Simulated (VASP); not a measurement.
# ZnS (F-43m) in VASP: further runs, part 2 of 2

VASP 6.6.1. Earlier steps stand in the parts before.

## 4. Single point, HSE06

The input, POSCAR:

```
ZnS
1.0
    0.0000000000      2.7020000000      2.7020000000
    2.7020000000      0.0000000000      2.7020000000
    2.7020000000      2.7020000000      0.0000000000
Zn S
1 1
Direct
    0.7500000000      0.7500000000      0.7500000000
    0.0000000000      0.0000000000      0.0000000000
```

The input, INCAR.step1:

```
  PREC = Accurate
  ENCUT = 400
  EDIFF = 1E-5
  ISMEAR = 0
  SIGMA = 0.01
  LREAL = False
  LASPH = True
  NELM = 100
  ALGO = Normal
  ISIF = 2
  LWAVE = True
  NKRED = 2
  NBANDS = 17
  GGA = PE
```

The input, INCAR.step2:

```
  PREC = Accurate
  ENCUT = 400
  EDIFF = 1E-6
  ISMEAR = 0
  SIGMA = 0.01
  LREAL = False
  LASPH = True
  NELM = 100
  ALGO = Normal
  ISIF = 2
  LWAVE = False
  LCHARG = False
  GGA = PE
  LHFCALC = True
  HFSCREEN = 0.2
  PRECFOCK = Fast
  NKRED = 2
  NBANDS = 17
  ISTART = 1
```

The input, KPOINTS:

```
Automatic mesh
0
Gamma
  6 6 6
```

Launch:

```bash
> cat potpaw_PBE.64/Zn/POTCAR potpaw_PBE.64/S/POTCAR > POTCAR
> cp INCAR.step1 INCAR
> mpirun -np 1 vasp_std > vasp.out
> cp INCAR.step2 INCAR
> mpirun -np 1 vasp_std > vasp.out
```

It took 3.5 min on 1 thread of Intel Xeon Platinum 8175M at 2.50GHz (Skylake/Cascade Lake), shared host; peak memory 0.26 GiB.

The run converged, but some of its settings lie outside the range that counts as converged, so its numbers aren't taken as properties of the crystal.

What came out:

```yaml
Free_energy: -8.4042 eV
Pressure: 0.5 GPa
Band_gap_on_the_k_mesh: 3.46 eV, direct
```

Caveat: the PAW data sets were made with another functional, which shifts forces and pressure a little.

## 5. Single point, HSE06

POSCAR is that of step 4.

INCAR.step1: that of step 4 with these lines changed.

```diff
@@ -1,3 +1,3 @@
   PREC = Accurate
-  ENCUT = 400
+  ENCUT = 460
   EDIFF = 1E-5
@@ -11,3 +11,3 @@
   LWAVE = True
-  NKRED = 2
+  NKRED = 1
   NBANDS = 17
```

INCAR.step2: that of step 4 with these lines changed.

```diff
@@ -1,3 +1,3 @@
   PREC = Accurate
-  ENCUT = 400
+  ENCUT = 460
   EDIFF = 1E-6
@@ -16,3 +16,3 @@
   PRECFOCK = Fast
-  NKRED = 2
+  NKRED = 1
   NBANDS = 17
```

KPOINTS is that of step 4.

Potentials or basis: VASP PAW PBE potentials, release 64 (Zn, S).

Launch:

```bash
> cat potpaw_PBE.64/Zn/POTCAR potpaw_PBE.64/S/POTCAR > POTCAR
> cp INCAR.step1 INCAR
> mpirun -np 1 vasp_std > vasp.out
> cp INCAR.step2 INCAR
> mpirun -np 1 vasp_std > vasp.out
```

OUTCAR:

```text
PREC = Accurate
   ENCUT = 460
   EDIFF = 1E-6
   ISMEAR = 0
   LREAL = False
   LASPH = True
   NELM = 100
   ISIF = 2
   GGA = PE
   LHFCALC = True
   HFSCREEN = 0.2
   PRECFOCK = Fast
   NKRED = 1
   ISTART = 1

 Found     16 irreducible k-points:

 Following reciprocal coordinates:
            Coordinates               Weight
  0.000000  0.000000  0.000000      1.000000
  0.166667  0.000000  0.000000      8.000000
  0.333333  0.000000  0.000000      8.000000
  0.500000  0.000000  0.000000      4.000000
  0.166667  0.166667  0.000000      6.000000
  0.333333  0.166667  0.000000     24.000000
   k-points           NKPTS =     16   k-points in BZ     NKDIM =    216   number of bands    NBANDS=     17
   number of dos      NEDOS =    301   number of ions     NIONS =      2
   total plane-waves  NPLWV =  21952
   dimension x,y,z NGX =    28 NGY =   28 NGZ =   28
   dimension x,y,z NGXF=    56 NGYF=   56 NGZF=   56
   ions per type =               1   1
   NGX,Y,Z   is equivalent  to a cutoff of  12.18, 12.18, 12.18 a.u.
   NGXF,Y,Z  is equivalent  to a cutoff of  24.36, 24.36, 24.36 a.u.
 SYSTEM =  unknown system
   PREC   = accura    normal or accurate (medium, high low for compatibility)
   ISTART =      1    job   : 0-new  1-cont  2-samecut
   ICHARG =      0    charge: 1-file 2-atom 10-const
   ISPIN  =      1    spin polarized calculation?
[... 64 lines left out ...]
 val. band max:        1.3724192892   @ k =   0.0000   0.0000   0.0000
 cond. band min:       4.7170619251   @ k =   0.0000   0.0000   0.0000
 fundamental gap:      3.3446426359
 Fermi energy:         1.5185386886

 k-point     1 :       0.0000    0.0000    0.0000
  band No.  band energies     occupation
      1     -12.9560      2.00000
      2      -6.4807      2.00000
      3      -6.4807      2.00000
      4      -6.4807      2.00000
      5      -6.0360      2.00000
      6      -6.0360      2.00000
[... 97 lines left out ...]
      4      -6.2985      2.00000
      5      -6.0455      2.00000
      6      -6.0052      2.00000
[... 9 lines left out ...]
     16      16.8140      0.00000
     17      19.7901      0.00000

 [... further k-points ...]

------------------------ aborting loop because EDIFF is reached ----------------------------------------

  FORCE on cell =-STRESS in cart. coord.  units (eV):
  Direction    XX          YY          ZZ          XY          YZ          ZX
  --------------------------------------------------------------------------------------
  -------------------------------------------------------------------------------------
  Total        0.1972004      0.1972004      0.1972004      0.0000000      0.0000000     -0.0000000
  in kB        8.0081519      8.0081519      8.0081519      0.0000000      0.0000000     -0.0000000
  external PRESSURE =       8.0081519 kB  Pullay stress =       0.0000000 kB

 VOLUME and BASIS-vectors are now :
 -----------------------------------------------------------------------------
  energy-cutoff  :      460.00
  volume of cell :       39.45
      direct lattice vectors                 reciprocal lattice vectors
     0.000000000  2.702000000  2.702000000    -0.185048113  0.185048113  0.185048113
     2.702000000  0.000000000  2.702000000     0.185048113 -0.185048113  0.185048113
     2.702000000  2.702000000  0.000000000     0.185048113  0.185048113 -0.185048113

 POSITION                                       TOTAL-FORCE (eV/Angst)
 -----------------------------------------------------------------------------------
      4.05300      4.05300      4.05300        -0.000000     -0.000000     -0.000000
      0.00000      0.00000      0.00000         0.000000      0.000000      0.000000
 -----------------------------------------------------------------------------------
    total drift:                                0.000180      0.000109      0.000098

  FREE ENERGIE OF THE ION-ELECTRON SYSTEM (eV)
  ---------------------------------------------------
  free  energy   TOTEN  =        -8.3916457189 eV

  energy  without entropy=       -8.3916457189  energy(sigma->0) =       -8.39164572
```

OUTCAR.step1:

```text
PREC = Accurate
   ENCUT = 460
   EDIFF = 1E-5
   ISMEAR = 0
   LREAL = False
[... 233 lines left out ...]
      4.05300      4.05300      4.05300         0.000000      0.000000      0.000000
      0.00000      0.00000      0.00000        -0.000000     -0.000000     -0.000000
 -----------------------------------------------------------------------------------
    total drift:                                0.000001      0.000001      0.000001

  FREE ENERGIE OF THE ION-ELECTRON SYSTEM (eV)
  ---------------------------------------------------
  free  energy   TOTEN  =        -6.8436864562 eV

  energy  without entropy=       -6.8436864562  energy(sigma->0) =       -6.84368646
```

OSZICAR.step1:

```text
N       E                     dE             d eps       ncg     rms          rms(c)
DAV:   1     0.808936992013E+02    0.80894E+02   -0.78546E+03   544   0.113E+03
DAV:   2    -0.178254028923E+01   -0.82676E+02   -0.76253E+02   618   0.238E+02
DAV:   3    -0.721127767241E+01   -0.54287E+01   -0.53859E+01   620   0.587E+01
DAV:   4    -0.727182500765E+01   -0.60547E-01   -0.60505E-01   686   0.625E+00
DAV:   5    -0.727230780149E+01   -0.48279E-03   -0.48273E-03   657   0.555E-01    0.686E+00
DAV:   6    -0.686557264183E+01    0.40674E+00   -0.68169E-01   787   0.281E+01    0.538E+00
DAV:   7    -0.684406533671E+01    0.21507E-01   -0.22852E-01   606   0.418E+00    0.273E+00
DAV:   8    -0.684330215022E+01    0.76319E-03   -0.50126E-03   703   0.910E-01    0.706E-01
DAV:   9    -0.684352723103E+01   -0.22508E-03   -0.12559E-03   606   0.274E-01    0.982E-02
DAV:  10    -0.684369714097E+01   -0.16991E-03   -0.23562E-04   611   0.115E-01    0.455E-02
DAV:  11    -0.684368623670E+01    0.10904E-04   -0.29520E-05   642   0.524E-02    0.909E-03
DAV:  12    -0.684368645622E+01   -0.21952E-06   -0.24318E-06   316   0.133E-02
   1 F= -.68436865E+01 E0= -.68436865E+01  d E =-.430796E-24
```

It took 21 min on 1 thread of Intel Xeon Platinum 8175M at 2.50GHz (Skylake/Cascade Lake), shared host; peak memory 0.26 GiB.

These settings aren't checked as converged: the numbers below hold their error.

What came out:

```
Free energy            : -8.3916 eV
Pressure               : 0.8 GPa
Band gap on the k mesh : 3.34 eV, direct
```

Caveat: the PAW data sets were made with another functional, which shifts forces and pressure a little.

## 6. The reference run

An earlier run on the cell as given: functional PBEsol; potentials or basis VASP PAW PBE potentials, release 64 (Zn, S); cutoff 520 eV; k mesh 9 × 9 × 9; occupations fermi-dirac, width 0.05 eV; no spin polarisation.

* Pressure: -1.8 GPa
* Band gap on the k mesh: 1.98 eV, direct
